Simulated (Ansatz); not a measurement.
Stackings of close-packed layers of Rb (one atom a layer), each relaxed to a stress under 0.05 GPa; h and k mark layers whose two neighbours have the same or different letters; energies count from the stacking AB (P6_3/mmc).

Computed with DFT PBE, scalar-relativistic, plane waves, PAW (Ansatz).

Cutoff 420 eV, Gaussian smearing of 0.10 eV, energies at zero smearing, symmetry of each start kept, no spin polarisation.

```csv
start,atoms,k mesh,excess energy on a denser mesh (meV/atom),spacing of like layers (Å),a (Å),denser mesh
ABC (kkk),3,12×12×4,0.4,4.121,5.057,21×21×8
ABAC (khkh),4,12×12×3,0.2,4.121,5.057,21×21×6
ABCACB (hkkhkk),6,12×12×2,0.3,4.121,5.057,21×21×4
ABABCBCAC (khhkhhkhh),9,12×12×2,-,4.121,5.057,-
ABCBC (kkhhk),5,12×12×3,0.3,4.121,5.057,21×21×6
ABCBCB (hkhhhk),6,12×12×2,0.2,4.121,5.057,21×21×4
```

Zero in every row: gap on the mesh (eV).

Small energy differences in metals hang on the k mesh (about 10 mJ/m² or 1 to 2 meV/atom on the mesh of the relaxation).

The reference crystal is a form of Rb, which isn't its usual structure.

Cost: 6 runs of about 8.6 core-minutes in all, on Arm Neoverse V2 (shared hosts).